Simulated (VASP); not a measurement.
# ZnS (F-43m) in VASP: a series of runs

One crystal, ZnS, is run at these levels: PBE; tasks: dielectric tensor.

Program: VASP 6.6.1. These are calculated values, not measurements. Logs are shortened: lines on timing, memory, paths and dates and some standing lists are left out, and cuts for length are marked.

### Step 1. The structure

It takes space group F-43m (No. 216, cubic). The conventional cell has a = 5.404 Å, b = 5.404 Å, c = 5.404 Å, α = 90.00°, β = 90.00°, γ = 90.00°. Zn (site symmetry -43m) is surrounded by 4 S at 2.34 Å. Around S (site symmetry -43m) lie 4 Zn at 2.34 Å.

### Step 2. Dielectric tensor, PBE

INCAR

```
PREC     = Accurate       # precision mode
ENCUT    = 350            # plane-wave cutoff, eV
EDIFF    = 1E-8           # SCF threshold, eV
ISMEAR   = 0              # smearing method
SIGMA    = 0.1            # smearing width, eV
LREAL    = F              # projectors in reciprocal space
LASPH    = T              # aspherical terms in the spheres
NELM     = 100            # most SCF steps
ALGO     = Normal         # electronic algorithm
ISIF     = 2              # what is computed and relaxed
LWAVE    = F              # write WAVECAR
LCHARG   = F              # write CHGCAR
GGA      = PE             # functional
LEPSILON = T              # dielectric tensor by DFPT
```

KPOINTS

```
regular mesh
0
Gamma
  8 8 8
```

POSCAR

```
ZnS
1.0
    0.0000000000      2.7020000000      2.7020000000
    2.7020000000      0.0000000000      2.7020000000
    2.7020000000      2.7020000000      0.0000000000
Zn S
1 1
Direct
    0.7500000000      0.7500000000      0.7500000000
    0.0000000000      0.0000000000      0.0000000000
```

Potentials or basis: VASP PAW PBE potentials, release 64 (Zn, S).

On the command line:

```sh
$ cat potpaw_PBE.64/Zn/POTCAR potpaw_PBE.64/S/POTCAR > POTCAR
$ mpirun -np 1 vasp_std > vasp.out
```

OUTCAR:

```text
PREC = Accurate
   ENCUT = 350
   EDIFF = 1E-8
   ISMEAR = 0
   LREAL = F
   LASPH = T
   NELM = 100
   ISIF = 2
   GGA = PE
   LEPSILON = T

 Found     29 irreducible k-points:

 Following reciprocal coordinates:
            Coordinates               Weight
  0.000000  0.000000  0.000000      1.000000
  0.125000  0.000000  0.000000      8.000000
  0.250000  0.000000  0.000000      8.000000
  0.375000  0.000000  0.000000      8.000000
  0.500000  0.000000  0.000000      4.000000
  0.125000  0.125000  0.000000      6.000000
   k-points           NKPTS =     29   k-points in BZ     NKDIM =     29   number of bands    NBANDS=     13
   number of dos      NEDOS =    301   number of ions     NIONS =      2
   total plane-waves  NPLWV =  13824
   dimension x,y,z NGX =    24 NGY =   24 NGZ =   24
   dimension x,y,z NGXF=    48 NGYF=   48 NGZF=   48
   ions per type =               1   1
   NGX,Y,Z   is equivalent  to a cutoff of  10.44, 10.44, 10.44 a.u.
   NGXF,Y,Z  is equivalent  to a cutoff of  20.88, 20.88, 20.88 a.u.
 SYSTEM =  unknown system
   PREC   = accura    normal or accurate (medium, high low for compatibility)
   ISTART =      0    job   : 0-new  1-cont  2-samecut
   ICHARG =      2    charge: 1-file 2-atom 10-const
   ISPIN  =      1    spin polarized calculation?
   LNONCOLLINEAR =      F non collinear calculations
   LSORBIT =      F    spin-orbit coupling
   LASPH  =      T    aspherical Exc in radial PAW
   ENCUT  =  350.0 eV  25.72 Ry    5.07 a.u.   5.83  5.83  5.83*2*pi/ulx,y,z
   NELM   =    100;   NELMIN=  2; NELMDL= -5     # of ELM steps
   EDIFF  = 0.1E-07   stopping-criterion for ELM
   LREAL  =      F    real-space projection
   EDIFFG = 0.1E-06   stopping-criterion for IOM
   NSW    =      0    number of steps for IOM
   IBRION =     -1    ionic relax: 0-MD 1-quasi-New 2-CG
   NFREE  =      0    steps in history (QN), initial steepest desc. (CG)
   ISIF   =      2    stress and relaxation
   ISYM   =      2    0-nonsym 1-usesym 2-fastsym
   POTIM  = 0.5000    time-step for ionic-motion
   TEBEG  =    0.0;   TEEND  =   0.0 temperature during run
   PSTRESS=    0.0 pullay stress
   NELECT =      18.0000    total number of electrons
   NUPDOWN=      -1.0000    fix difference up-down
   EMIN   =  10.00;   EMAX   =-10.00  energy-range for DOS
   EFERMI =   0.00;   METHOD = LEGACY
   ISMEAR =     0;   SIGMA  =   0.10  broadening in eV -4-tet -1-fermi 0-gaus
   EFERMI_NEDOS =   21; number of points for ismear=-14 and -15
   IALGO  =     38    algorithm
   IMIX   =      4    mixing-type and parameters
     AMIX     =   0.40;   BMIX     =  1.00
     AMIX_MAG =   1.60;   BMIX_MAG =  1.00
  volume/ion in A,a.u.               =      19.73       133.12
  Fermi-wavevector in a.u.,A,eV,Ry     =   1.260290  2.381602 21.610537  1.588330
  Thomas-Fermi vector in A             =   2.393807
   LORBIT       =      0    0 simple, 1 ext, 2 COOP (PROOUT), +10 PAW based schemes
   GGA     = PE    functional components
   LHFCALC =     F    Hartree Fock is set to
   AEXX    =    0.0000 exact exchange contribution
   IVDW    =     0    specifies the selected vdW correction
   LEPSILON=     T    determine dielectric tensor
   LRPA    =     F    only Hartree local field effects (RPA)
 non-spin polarized calculation
 Gauss-broadening in eV      SIGMA  =   0.10
  energy-cutoff  :      350.00
  volume of cell :       39.45
 maximum number of plane-waves:       604
   NGX = 11   NGY = 11   NGZ = 11

--------------------------------------- Ionic step        1  -------------------------------------------

 number of electron      17.9999961 magnetization

 E-fermi :   2.5355     XC(G=0):  -9.6306

 val. band max:        2.1096942009   @ k =   0.0000   0.0000   0.0000
 cond. band min:       4.2200124032   @ k =   0.0000   0.0000   0.0000
 fundamental gap:      2.1103182023
 Fermi energy:         2.5355202732

 k-point     1 :       0.0000    0.0000    0.0000
  band No.  band energies     occupation
      1     -11.0340      2.00000
      2      -4.2172      2.00000
      3      -4.2172      2.00000
      4      -4.2172      2.00000
      5      -3.7172      2.00000
      6      -3.7172      2.00000
      7       2.1097      2.00000
      8       2.1097      2.00000
      9       2.1097      2.00000
     10       4.2200      0.00000
     11       8.5042      0.00000
     12       8.5042      0.00000
     13       8.5042      0.00000

 k-point     2 :       0.1250    0.0000    0.0000
  band No.  band energies     occupation
      1     -10.9172      2.00000
      2      -4.2165      2.00000
      3      -4.1963      2.00000
      4      -4.1963      2.00000
      5      -3.7189      2.00000
      6      -3.7189      2.00000
      7       0.9948      2.00000
      8       1.9622      2.00000
      9       1.9622      2.00000
     10       5.0403      0.00000
     11       8.4116      0.00000
     12       8.7577      0.00000
     13       8.7577      0.00000

 k-point     3 :       0.2500    0.0000    0.0000
  band No.  band energies     occupation
      1     -10.6122      2.00000
      2      -4.1702      2.00000
      3      -4.1501      2.00000
      4      -4.1501      2.00000
      5      -3.7157      2.00000
      6      -3.7157      2.00000
      7      -0.7227      2.00000
      8       1.6409      2.00000
      9       1.6409      2.00000
     10       5.5823      0.00000
     11       9.0506      0.00000
     12       9.1284      0.00000
     13       9.1284      0.00000

 k-point     4 :       0.3750    0.0000    0.0000
  band No.  band energies     occupation
      1     -10.2657      2.00000
      2      -4.1137      2.00000
      3      -4.1137      2.00000
      4      -3.9539      2.00000
      5      -3.6990      2.00000
      6      -3.6990      2.00000
      7      -2.2456      2.00000
      8       1.3544      2.00000
      9       1.3544      2.00000
     10       5.4966      0.00000
     11       9.1171      0.00000
     12       9.1171      0.00000
     13      10.3753      0.00000

 k-point     5 :       0.5000    0.0000    0.0000
  band No.  band energies     occupation
      1     -10.1064      2.00000
      2      -4.1021      2.00000
      3      -4.1021      2.00000
      4      -3.6869      2.00000
      5      -3.6869      2.00000
      6      -3.5150      2.00000
      7      -3.1845      2.00000
      8       1.2431      2.00000
      9       1.2431      2.00000
     10       5.4170      0.00000
     11       9.0355      0.00000
     12       9.0355      0.00000
     13      10.9856      0.00000

 k-point     6 :       0.1250    0.1250    0.0000
  band No.  band energies     occupation
      1     -10.8783      2.00000
      2      -4.2374      2.00000
      3      -4.1782      2.00000
      4      -4.1782      2.00000
      5      -3.7337      2.00000
      6      -3.7061      2.00000
      7       1.0420      2.00000
      8       1.7007      2.00000
      9       1.7007      2.00000
     10       5.4022      0.00000
     11       7.7932      0.00000
     12       9.1349      0.00000
     13       9.1350      0.00000

 [... further k-points ...]

  FORCE on cell =-STRESS in cart. coord.  units (eV):
  Direction    XX          YY          ZZ          XY          YZ          ZX
  --------------------------------------------------------------------------------------
  -------------------------------------------------------------------------------------
  Total        0.3791003      0.3791003      0.3791003     -0.0000000      0.0000000     -0.0000000
  in kB       15.3949643     15.3949643     15.3949643     -0.0000000      0.0000000     -0.0000000
  external PRESSURE =      15.3949643 kB  Pullay stress =       0.0000000 kB

 VOLUME and BASIS-vectors are now :
 -----------------------------------------------------------------------------
  energy-cutoff  :      350.00
  volume of cell :       39.45
      direct lattice vectors                 reciprocal lattice vectors
     0.000000000  2.702000000  2.702000000    -0.185048113  0.185048113  0.185048113
     2.702000000  0.000000000  2.702000000     0.185048113 -0.185048113  0.185048113
     2.702000000  2.702000000  0.000000000     0.185048113  0.185048113 -0.185048113

 POSITION                                       TOTAL-FORCE (eV/Angst)
 -----------------------------------------------------------------------------------
      4.05300      4.05300      4.05300        -0.000000     -0.000000      0.000000
      0.00000      0.00000      0.00000         0.000000      0.000000     -0.000000
 -----------------------------------------------------------------------------------
    total drift:                               -0.000001     -0.000001     -0.000002

  FREE ENERGIE OF THE ION-ELECTRON SYSTEM (eV)
  ---------------------------------------------------
  free  energy   TOTEN  =        -6.8454782877 eV

  energy  without entropy=       -6.8454782877  energy(sigma->0) =       -6.84547829

 HEAD OF MICROSCOPIC STATIC DIELECTRIC TENSOR (INDEPENDENT PARTICLE, excluding Hartree and local field effects)
 ------------------------------------------------------
           6.387801     0.000000     0.000000
          -0.000000     6.387801     0.000000
          -0.000000     0.000000     6.387801
 ------------------------------------------------------

 Free energy of the ion-electron system (eV)
  ---------------------------------------------------
  ---------------------------------------------------
  free energy    TOTEN  =        -0.58998403 eV

  energy without entropy =       -0.58998403

------------------------ aborting loop because EDIFF is reached ----------------------------------------

--------------------------------------- Ionic step        2  -------------------------------------------

------------------------ aborting loop because EDIFF is reached ----------------------------------------

--------------------------------------- Ionic step        3  -------------------------------------------

 Free energy of the ion-electron system (eV)
  ---------------------------------------------------
  ---------------------------------------------------
  free energy    TOTEN  =        -0.58998412 eV

  energy without entropy =       -0.58998412

------------------------ aborting loop because EDIFF is reached ----------------------------------------

 PIEZOELECTRIC TENSOR FIELD DIRECTION 3  (e Angst)
 -----------------------------------------------------------------------------
    -0.00029 -1.66386  0.00000           ( -0.00000  0.02092  0.00000)
    -1.66386 -0.00029  0.00000           (  0.02092 -0.00000  0.00000)
     0.00000  0.00000 -0.00088           (  0.00000  0.00000 -0.00000)

 PIEZOELECTRIC TENSOR FIELD DIRECTION 3  (C/m^2)
 -----------------------------------------------------------------------------
    -0.00012 -0.67568  0.00000
    -0.67568 -0.00012  0.00000
     0.00000  0.00000 -0.00036

 MACROSCOPIC STATIC DIELECTRIC TENSOR (including local field effects in DFT)
 ------------------------------------------------------
           6.003640     0.000000    -0.000000
          -0.000000     6.003640    -0.000000
           0.000000     0.000000     6.003640
 ------------------------------------------------------

 PIEZOELECTRIC TENSOR (including local field effects)  for field in x, y, z        (e  Angst)
          XX          YY          ZZ          XY          YZ          ZX
  --------------------------------------------------------------------------------
  x     0.00000     0.00000    -0.00000    -0.00000    -1.67873    -0.00000
  y     0.00000     0.00000    -0.00000    -0.00000    -0.00000    -1.67873
  z     0.00000     0.00000    -0.00000    -1.67873    -0.00000    -0.00000

 PIEZOELECTRIC TENSOR (including local field effects)  for field in x, y, z        (C/m^2)
          XX          YY          ZZ          XY          YZ          ZX
  --------------------------------------------------------------------------------
  x     0.00000     0.00000    -0.00000    -0.00000    -0.68172    -0.00000
  y     0.00000     0.00000    -0.00000    -0.00000    -0.00000    -0.68172
  z     0.00000     0.00000    -0.00000    -0.68172    -0.00000    -0.00000

 BORN EFFECTIVE CHARGES (including local field effects) (in |e|, cummulative output)
 ---------------------------------------------------------------------------------
 ion    1
    1     2.01523     0.00000     0.00000
    2     0.00000     2.01523     0.00000
    3     0.00000     0.00000     2.01523
 ion    2
    1    -2.01523     0.00000     0.00000
    2     0.00000    -2.01523     0.00000
    3     0.00000     0.00000    -2.01523
```

It took 75 s on 1 thread of Intel Xeon Platinum 8488C (Sapphire Rapids), shared host; peak memory 0.2 GiB.

The run converged, but some of its settings lie outside the range that counts as converged, so its numbers aren't taken as properties of the crystal.

What came out:

```yaml
Band_gap_on_the_k_mesh: 2.11 eV, direct
Electronic_dielectric_tensor_diagonal: 6.00
Born_charges_mean_of_the_diagonal: Zn +2.02; S -2.02 e
```

[end of part 1 of 3]
